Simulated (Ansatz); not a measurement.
## CrO₂: what changed settings do

All trials start from this Ansatz input:

```yaml
crystal:
  lattice:
    - [1.4899679969, 0.8602334241, 4.7899538005]
    - [-1.4899679969, 0.8602334241, 4.7899538005]
    - [0.0, -1.7204668482, 4.7899538005]
  atoms:
    - { symbol: Cr, position: [0.5, 0.5, 0.5], spin: -3.0 }
    - { symbol: O, position: [0.769082, 0.769082, 0.769082] }
    - { symbol: O, position: [0.230918, 0.230918, 0.230918] }
basis:
  ecutwfc: 420
kpoints:
  mp_grid: { grid: [6, 6, 6] }
hamiltonian:
  xc: pbe
scf:
  occupations: { method: gaussian, width: 0.1 }
  lower_state_search: "off"
output:
  forces: true
  stress: true
  eigenvalues: true
  populations: true
magnetization:
  spin_polarized: true
```

Command:

```bash
ansatz run input.yaml --threads 1 --pin off --max-ram 1331MiB --backend cpu --events-out ev --progress --plain --runs-dir out
```

The run converges in 11 SCF iterations on 32 irreducible k-points: pressure -8.10 GPa, largest force 0.287 eV/Å, no gap, cell moment -2.00 μB.

Settings here are deliberately varied, not converged. Each trial's input is given as a difference from the reference's; energies are extrapolated to zero smearing where there is one, and pressure is positive in compression. Charged cells sit in a uniform background, and their pressures hang on that convention.

Question: Trial 1:

```diff
 crystal:
   atoms:
-    - { symbol: Cr, position: [0.5, 0.5, 0.5], spin: -3.0 }
+    - { symbol: Cr, position: [0.5, 0.5, 0.5], spin: 0.1 }
+total_charge: -2
 kpoints:
-  mp_grid: { grid: [6, 6, 6] }
+  mp_grid: { grid: [3, 3, 3] }
 scf:
-  occupations: { method: gaussian, width: 0.1 }
+  occupations: { method: methfessel_paxton, width: 0.21 }
 magnetization:
+  magnetic_field: 10
```

What does the program give?

Answer: The run converges in 17 SCF iterations on 6 irreducible k-points: pressure -3.45 GPa (with the neutralising background of the charged cell), largest force 2.885 eV/Å, no gap, cell moment 2.00 μB (in the typed magnetic field). It warns that the state wasn't tested for a lower one.